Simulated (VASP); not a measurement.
# Fe (Fmmm) in VASP: a series of runs

Runs on Fe. Level: PBEsol. Tasks: single point.

All numbers are computed with VASP 6.6.1; they aren't measurements. Logs are shortened: lines on timing, memory, paths and dates and some standing lists are left out, and cuts for length are marked.

## 1. The crystal as given

Symmetry: Fmmm, No. 69, orthorhombic system. Conventional cell: a = 2.997 Å, b = 3.883 Å, c = 3.930 Å, α = 90.00°, β = 90.00°, γ = 90.00°. Fe (site symmetry mmm) is surrounded by 12 Fe at 2.45 to 2.76 Å.

## 2. Single point, PBEsol, collinear spin, ferromagnetic start

Input file INCAR:

```
SYSTEM = Fe
ADDGRID = .False.
ALGO = Normal
EDIFF = 1E-6
ENCUT = 400
GGA = PS
ISIF = 2
ISMEAR = -1
ISPIN = 2
LASPH = .True.
LCHARG = .False.
LMAXMIX = 4
LORBIT = 11
LREAL = .False.
LWAVE = .False.
MAGMOM = 3
NELM = 100
PREC = Accurate
SIGMA = 0.15
```

Input file KPOINTS:

```
k-points
0
Gamma
  14 14 14
  0 0 0
```

Input file POSCAR:

```
Fe
1.0
    0.0000000000      1.9417396906      1.9651051623
    1.4984397099      0.0000000000      1.9651051623
    1.4984397099      1.9417396906      0.0000000000
Fe
1
Direct
    0.0000000000      0.0000000000      0.0000000000
```

Potentials or basis: VASP PAW PBE potentials, release 64 (Fe).

Command:

```sh
$ cat potpaw_PBE.64/Fe/POTCAR > POTCAR
$ mpirun -np 1 vasp_std > vasp.out
```

OUTCAR:

```text
SYSTEM = Fe
   EDIFF = 1E-6
   ENCUT = 400
   GGA = PS
   ISIF = 2
   ISMEAR = -1
   ISPIN = 2
   LASPH = .True.
   LORBIT = 11
   LREAL = .False.
   NELM = 100
   PREC = Accurate

 Found    428 irreducible k-points:

 Following reciprocal coordinates:
            Coordinates               Weight
  0.000000  0.000000  0.000000      1.000000
  0.071429 -0.000000 -0.000000      8.000000
  0.142857  0.000000 -0.000000      8.000000
  0.214286  0.000000 -0.000000      8.000000
  0.285714  0.000000  0.000000      8.000000
  0.357143  0.000000 -0.000000      8.000000
   k-points           NKPTS =    428   k-points in BZ     NKDIM =    428   number of bands    NBANDS=     10
   number of dos      NEDOS =    301   number of ions     NIONS =      1
   total plane-waves  NPLWV =   4608
   dimension x,y,z NGX =    18 NGY =   16 NGZ =   16
   dimension x,y,z NGXF=    36 NGYF=   32 NGZF=   32
   ions per type =               1
   NGX,Y,Z   is equivalent  to a cutoff of  10.83, 10.76, 10.84 a.u.
   NGXF,Y,Z  is equivalent  to a cutoff of  21.66, 21.53, 21.69 a.u.
 SYSTEM =  Fe
   PREC   = accura    normal or accurate (medium, high low for compatibility)
   ISTART =      0    job   : 0-new  1-cont  2-samecut
   ICHARG =      2    charge: 1-file 2-atom 10-const
   ISPIN  =      2    spin polarized calculation?
   LNONCOLLINEAR =      F non collinear calculations
   LSORBIT =      F    spin-orbit coupling
   LASPH  =      T    aspherical Exc in radial PAW
   ENCUT  =  400.0 eV  29.40 Ry    5.42 a.u.   4.51  4.03  4.00*2*pi/ulx,y,z
   NELM   =    100;   NELMIN=  2; NELMDL= -5     # of ELM steps
   EDIFF  = 0.1E-05   stopping-criterion for ELM
   LREAL  =      F    real-space projection
   EDIFFG = 0.1E-04   stopping-criterion for IOM
   NSW    =      0    number of steps for IOM
   IBRION =     -1    ionic relax: 0-MD 1-quasi-New 2-CG
   NFREE  =      0    steps in history (QN), initial steepest desc. (CG)
   ISIF   =      2    stress and relaxation
   ISYM   =      2    0-nonsym 1-usesym 2-fastsym
   POTIM  = 0.5000    time-step for ionic-motion
   TEBEG  =    0.0;   TEEND  =   0.0 temperature during run
   PSTRESS=    0.0 pullay stress
   NELECT =       8.0000    total number of electrons
   NUPDOWN=      -1.0000    fix difference up-down
   EMIN   =  10.00;   EMAX   =-10.00  energy-range for DOS
   EFERMI =   0.00;   METHOD = LEGACY
   ISMEAR =    -1;   SIGMA  =   0.15  broadening in eV -4-tet -1-fermi 0-gaus
   EFERMI_NEDOS =   21; number of points for ismear=-14 and -15
   IALGO  =     38    algorithm
   IMIX   =      4    mixing-type and parameters
     AMIX     =   0.40;   BMIX     =  1.00
     AMIX_MAG =   1.60;   BMIX_MAG =  1.00
  volume/ion in A,a.u.               =      11.44        77.17
  Fermi-wavevector in a.u.,A,eV,Ry     =   1.453303  2.746344 28.736719  2.112089
  Thomas-Fermi vector in A             =   2.570585
   LORBIT       =     11    0 simple, 1 ext, 2 COOP (PROOUT), +10 PAW based schemes
   GGA     = PS    functional components
   LHFCALC =     F    Hartree Fock is set to
   AEXX    =    0.0000 exact exchange contribution
   IVDW    =     0    specifies the selected vdW correction
   LEPSILON=     F    determine dielectric tensor
   LRPA    =     F    only Hartree local field effects (RPA)
 spin polarized calculation
  energy-cutoff  :      400.00
  volume of cell :       11.44
 maximum number of plane-waves:       218
 NGX is ok and might be reduce to    18
   NGX =  9   NGY =  7   NGZ =  7

 number of electron       7.9999995 magnetization       2.2069069

 Free energy of the ion-electron system (eV)
  ---------------------------------------------------
  ext. energy  EPLUGINS =         0.00000000
  ---------------------------------------------------
  free energy    TOTEN  =        -8.91752997 eV

  energy without entropy =       -8.84239576  energy(sigma->0) =       -8.87996286

 E-fermi :   5.6440     XC(G=0): -13.2406

 val. band max:        5.6404013605   @ k =  -0.0714   0.2143   0.2143
 cond. band min:       5.6447133550   @ k =   0.4286   0.2143   0.2143
 fundamental gap:      0.0043119945
 Fermi energy:         5.6439883411

 spin component 1

 k-point     1 :       0.0000    0.0000    0.0000
  band No.  band energies     occupation
      1      -2.8862      1.00000
      2       3.1512      1.00000
      3       3.2445      1.00000
      4       3.5847      1.00000
      5       4.3188      0.99985
      6       4.7127      0.99799
      7      29.3814      0.00000
      8      30.8580      0.00000
      9      31.1199      0.00000
     10      35.0586      0.00000
[... 53 lines left out ...]
 k-point     6 :       0.3571    0.0000   -0.0000
  band No.  band energies     occupation
      1       0.4751      1.00000
      2       2.5952      1.00000
      3       3.8069      1.00000
      4       4.3289      0.99984
      5       4.7553      0.99733
      6       5.3711      0.86050
      7      16.1760      0.00000
      8      25.3670      0.00000
      9      27.8298      0.00000
     10      29.7984      0.00000

 [... further k-points ...]

 spin component 2

 k-point     1 :       0.0000    0.0000    0.0000
  band No.  band energies     occupation
      1      -2.6198      1.00000
      2       5.0285      0.98375
      3       5.1648      0.96063
      4       5.6508      0.48860
      5       6.8467      0.00033
      6       7.4436      0.00001
      7      29.2727      0.00000
      8      30.8017      0.00000
      9      31.0940      0.00000
     10      35.4951      0.00000
[... 53 lines left out ...]
 k-point     6 :       0.3571    0.0000   -0.0000
  band No.  band energies     occupation
      1       1.2742      1.00000
      2       4.4300      0.99969
      3       4.9617      0.98953
      4       6.7237      0.00075
      5       7.3972      0.00001
      6       7.5666      0.00000
      7      17.1900      0.00000
      8      25.5061      0.00000
      9      28.5126      0.00000
     10      30.3506      0.00000

 [... further k-points ...]

------------------------ aborting loop because EDIFF is reached ----------------------------------------

  FORCE on cell =-STRESS in cart. coord.  units (eV):
  Direction    XX          YY          ZZ          XY          YZ          ZX
  --------------------------------------------------------------------------------------
  -------------------------------------------------------------------------------------
  Total       -1.0937564     -0.4539347     -0.5965754      0.0000000      0.0000000      0.0000000
  in kB     -153.2445804    -63.6001148    -83.5852833      0.0000000      0.0000000      0.0000000
  external PRESSURE =    -100.1433262 kB  Pullay stress =       0.0000000 kB

 VOLUME and BASIS-vectors are now :
 -----------------------------------------------------------------------------
  energy-cutoff  :      400.00
  volume of cell :       11.44
      direct lattice vectors                 reciprocal lattice vectors
     0.000000000  1.941739691  1.965105162    -0.333680426  0.257501045  0.254439309
     1.498439710  0.000000000  1.965105162     0.333680426 -0.257501045  0.254439309
     1.498439710  1.941739691  0.000000000     0.333680426  0.257501045 -0.254439309

 POSITION                                       TOTAL-FORCE (eV/Angst)
 -----------------------------------------------------------------------------------
      0.00000      0.00000      0.00000         0.000000      0.000000      0.000000
 -----------------------------------------------------------------------------------
    total drift:                               -0.000000      0.000000      0.000000

  FREE ENERGIE OF THE ION-ELECTRON SYSTEM (eV)
  ---------------------------------------------------
  free  energy   TOTEN  =        -8.9175299714 eV

  energy  without entropy=       -8.8423957577  energy(sigma->0) =       -8.87996286

 total charge

# of ion       s       p       d       tot
------------------------------------------
    1        0.489   0.539   6.231   7.259

 magnetization (x)

# of ion       s       p       d       tot
------------------------------------------
    1       -0.013  -0.047   2.255   2.195
```

OSZICAR:

```text
N       E                     dE             d eps       ncg     rms          rms(c)
DAV:   1     0.128888319999E+02    0.12889E+02   -0.34669E+03 18442   0.796E+02
DAV:   2    -0.963128695897E+01   -0.22520E+02   -0.20693E+02 17278   0.116E+02
DAV:   3    -0.999891642244E+01   -0.36763E+00   -0.36594E+00 19100   0.193E+01
DAV:   4    -0.100004282949E+02   -0.15119E-02   -0.15117E-02 18442   0.113E+00
DAV:   5    -0.100004399555E+02   -0.11661E-04   -0.11660E-04 18700   0.974E-02    0.121E+01
DAV:   6    -0.900901130495E+01    0.99143E+00   -0.13021E+01 18642   0.540E+01    0.553E+00
DAV:   7    -0.893286739099E+01    0.76144E-01   -0.79660E-01 18798   0.129E+01    0.322E+00
DAV:   8    -0.892531192479E+01    0.75555E-02   -0.68379E-03 21072   0.616E-01    0.135E+00
DAV:   9    -0.891756520851E+01    0.77467E-02   -0.81541E-03 22026   0.595E-01    0.322E-01
DAV:  10    -0.891747679037E+01    0.88418E-04   -0.47522E-04 18810   0.337E-01    0.927E-02
DAV:  11    -0.891752475966E+01   -0.47969E-04   -0.23437E-04 19752   0.167E-01    0.372E-02
DAV:  12    -0.891752679612E+01   -0.20365E-05   -0.36097E-06 18024   0.300E-02    0.144E-02
DAV:  13    -0.891753197310E+01   -0.51770E-05   -0.24300E-06 13010   0.132E-02    0.106E-02
DAV:  14    -0.891752949376E+01    0.24793E-05   -0.69020E-07  8720   0.988E-03    0.233E-03
DAV:  15    -0.891752997138E+01   -0.47763E-06   -0.15795E-08  8678   0.162E-03
   1 F= -.89175300E+01 E0= -.88799629E+01  d E =-.751342E-01  mag=     2.2069
```

stdout:

```text
POSCAR found type information on POSCAR Fe
 POSCAR found :  1 types and       1 ions
 scaLAPACK will be used
 -----------------------------------------------------------------------------
|                                                                             |
|                                                                             |
|     You enforced a specific xc type in the INCAR file but a different       |
|     I HOPE YOU KNOW WHAT YOU ARE DOING!                                     |
|                                                                             |
 -----------------------------------------------------------------------------

 LDA part: xc-table for (Slater+PW92), standard interpolation
 POSCAR, INCAR and KPOINTS ok, starting setup
 FFT: planning ... GRIDC
 FFT: planning ... GRID_SOFT
 FFT: planning ... GRID
 WAVECAR not read
 entering main loop
```

It took 67 s on 1 thread of Intel Xeon Platinum 8259CL at 2.50GHz (Skylake/Cascade Lake), shared host; peak memory 0.17 GiB.

These settings aren't checked as converged: the numbers below hold their error.

What came out:

```
Free energy                                           : -8.9175 eV
Pressure                                              : -10.0 GPa
Band gap on the k mesh                                : none (metal or under the smearing width)
Net moment                                            : 2.21 μB per cell
Site moments                                          : Fe +2.19 μB
Valence electrons inside the program's atomic spheres : Fe 7.26
```

Caveat: the PAW data sets were made with another functional, which shifts forces and pressure a little.

## 3. Single point, PBEsol, collinear spin, ferromagnetic start

Changes to INCAR since step 2:

```diff
@@ -4,3 +4,3 @@
 EDIFF = 1E-6
-ENCUT = 400
+ENCUT = 550
 GGA = PS
```

Input file KPOINTS:

```
k-points
0
Gamma
  12 12 12
  0 0 0
```

POSCAR is that of step 2.

Potentials or basis: VASP PAW PBE potentials, release 64 (Fe).

Command:

```sh
$ cat potpaw_PBE.64/Fe/POTCAR > POTCAR
$ mpirun -np 1 vasp_std > vasp.out
```

It took 44 s on 1 thread of Intel Xeon Platinum 8259CL at 2.50GHz (Skylake/Cascade Lake), shared host; peak memory 0.18 GiB.

The run converged, but some of its settings lie outside the range that counts as converged, so its numbers aren't taken as properties of the crystal.

What came out:

| Item | Value |
| --- | --- |
| Free energy | -8.9173 eV |
| Pressure | -9.5 GPa |
| Band gap on the k mesh | none (metal or under the smearing width) |
| Net moment | 2.21 μB per cell |
| Site moments | Fe +2.19 μB |
| Valence electrons inside the program's atomic spheres | Fe 7.26 |

Caveat: the PAW data sets were made with another functional, which shifts forces and pressure a little.

## 4. Single point, PBEsol, collinear spin, ferromagnetic start

Changes to INCAR since step 3:

```diff
@@ -18,2 +18,2 @@
 PREC = Accurate
-SIGMA = 0.15
+SIGMA = 0.1
```

KPOINTS is that of step 3.

POSCAR is that of step 3.

Command:

```sh
$ cat potpaw_PBE.64/Fe/POTCAR > POTCAR
$ mpirun -np 1 vasp_std > vasp.out
```

Run time: 52 s. Hardware: 1 thread of Intel Xeon Platinum 8259CL at 2.50GHz (Skylake/Cascade Lake), shared host; peak memory 0.18 GiB.

The run converged, but some of its settings lie outside the range that counts as converged, so its numbers aren't taken as properties of the crystal.

Results:

```
Free energy                                           : -8.8974 eV
Pressure                                              : -9.4 GPa
Band gap on the k mesh                                : none (metal or under the smearing width)
Net moment                                            : 2.23 μB per cell
Site moments                                          : Fe +2.21 μB
Valence electrons inside the program's atomic spheres : Fe 7.26
```

Caveat: the PAW data sets were made with another functional, which shifts forces and pressure a little.

## 5. Single point, PBEsol, collinear spin, ferromagnetic start

Changes to INCAR since step 4:

```diff
@@ -4,3 +4,3 @@
 EDIFF = 1E-6
-ENCUT = 550
+ENCUT = 450
 GGA = PS
@@ -18,2 +18,2 @@
 PREC = Accurate
-SIGMA = 0.1
+SIGMA = 0.15
```

Input file KPOINTS:

```
k-points
0
Gamma
  14 14 14
  0 0 0
```

POSCAR is that of step 4.

Potentials or basis: VASP PAW PBE potentials, release 64 (Fe).

Command:

```sh
$ cat potpaw_PBE.64/Fe/POTCAR > POTCAR
$ mpirun -np 1 vasp_std > vasp.out
```

OUTCAR:

```text
SYSTEM = Fe
   EDIFF = 1E-6
   ENCUT = 450
   GGA = PS
   ISIF = 2
   ISMEAR = -1
   ISPIN = 2
   LASPH = .True.
   LORBIT = 11
   LREAL = .False.
   NELM = 100
   PREC = Accurate

 Found    428 irreducible k-points:

 Following reciprocal coordinates:
            Coordinates               Weight
  0.000000  0.000000  0.000000      1.000000
  0.071429 -0.000000 -0.000000      8.000000
  0.142857  0.000000 -0.000000      8.000000
  0.214286  0.000000 -0.000000      8.000000
  0.285714  0.000000  0.000000      8.000000
  0.357143  0.000000 -0.000000      8.000000
   k-points           NKPTS =    428   k-points in BZ     NKDIM =    428   number of bands    NBANDS=     10
   number of dos      NEDOS =    301   number of ions     NIONS =      1
   total plane-waves  NPLWV =   6480
   dimension x,y,z NGX =    20 NGY =   18 NGZ =   18
   dimension x,y,z NGXF=    40 NGYF=   36 NGZF=   36
   ions per type =               1
   NGX,Y,Z   is equivalent  to a cutoff of  12.04, 12.11, 12.20 a.u.
   NGXF,Y,Z  is equivalent  to a cutoff of  24.07, 24.22, 24.40 a.u.
 SYSTEM =  Fe
   PREC   = accura    normal or accurate (medium, high low for compatibility)
   ISTART =      0    job   : 0-new  1-cont  2-samecut
   ICHARG =      2    charge: 1-file 2-atom 10-const
[... 211 lines left out ...]
  band No.  band energies     occupation
      1       1.2745      1.00000
      2       4.4288      0.99969
      3       4.9615      0.98946
      4       6.7227      0.00075
      5       7.3960      0.00001
      6       7.5656      0.00000
      7      17.1901      0.00000
      8      25.5062      0.00000
      9      28.5139      0.00000
     10      30.3502      0.00000

 [... further k-points ...]

------------------------ aborting loop because EDIFF is reached ----------------------------------------

  FORCE on cell =-STRESS in cart. coord.  units (eV):
  Direction    XX          YY          ZZ          XY          YZ          ZX
  --------------------------------------------------------------------------------------
  -------------------------------------------------------------------------------------
  Total       -1.0632037     -0.4245362     -0.5673495      0.0000000      0.0000000      0.0000000
  in kB     -148.9638850    -59.4811295    -79.4904910      0.0000000      0.0000000      0.0000000
  external PRESSURE =     -95.9785019 kB  Pullay stress =       0.0000000 kB

 VOLUME and BASIS-vectors are now :
 -----------------------------------------------------------------------------
  energy-cutoff  :      450.00
  volume of cell :       11.44
      direct lattice vectors                 reciprocal lattice vectors
     0.000000000  1.941739691  1.965105162    -0.333680426  0.257501045  0.254439309
     1.498439710  0.000000000  1.965105162     0.333680426 -0.257501045  0.254439309
     1.498439710  1.941739691  0.000000000     0.333680426  0.257501045 -0.254439309

 POSITION                                       TOTAL-FORCE (eV/Angst)
 -----------------------------------------------------------------------------------
      0.00000      0.00000      0.00000         0.000000      0.000000     -0.000000
 -----------------------------------------------------------------------------------
    total drift:                                0.000000     -0.000000     -0.000000

  FREE ENERGIE OF THE ION-ELECTRON SYSTEM (eV)
  ---------------------------------------------------
  free  energy   TOTEN  =        -8.9166936007 eV

  energy  without entropy=       -8.8415737854  energy(sigma->0) =       -8.87913369

 total charge

# of ion       s       p       d       tot
------------------------------------------
    1        0.488   0.539   6.233   7.260

 magnetization (x)

# of ion       s       p       d       tot
------------------------------------------
    1       -0.013  -0.047   2.256   2.196
```

Wall time 93 s (1 thread of Intel Xeon Platinum 8259CL at 2.50GHz (Skylake/Cascade Lake), shared host); peak memory 0.18 GiB.

The run converged, but some of its settings lie outside the range that counts as converged, so its numbers aren't taken as properties of the crystal.

Results:

```
Free energy                                           : -8.9167 eV
Pressure                                              : -9.6 GPa
Band gap on the k mesh                                : none (metal or under the smearing width)
Net moment                                            : 2.21 μB per cell
Site moments                                          : Fe +2.20 μB
Valence electrons inside the program's atomic spheres : Fe 7.26
```

Caveat: the PAW data sets were made with another functional, which shifts forces and pressure a little.

## 6. For comparison

An earlier run on the cell as given: functional PBE; potentials or basis VASP PAW PBE potentials, release 64 (Fe); cutoff 520 eV; k mesh 13 × 13 × 13; occupations fermi-dirac, width 0.05 eV; collinear spin, ferromagnetic start; starting moments [3.0] μB.

- Pressure: -1.0 GPa
- Band gap on the k mesh: none (metal or under the smearing width)
- Net moment: 2.20 μB per cell
- Site moments: Fe +2.19 μB
- Valence electrons inside the program's atomic spheres: Fe 7.26
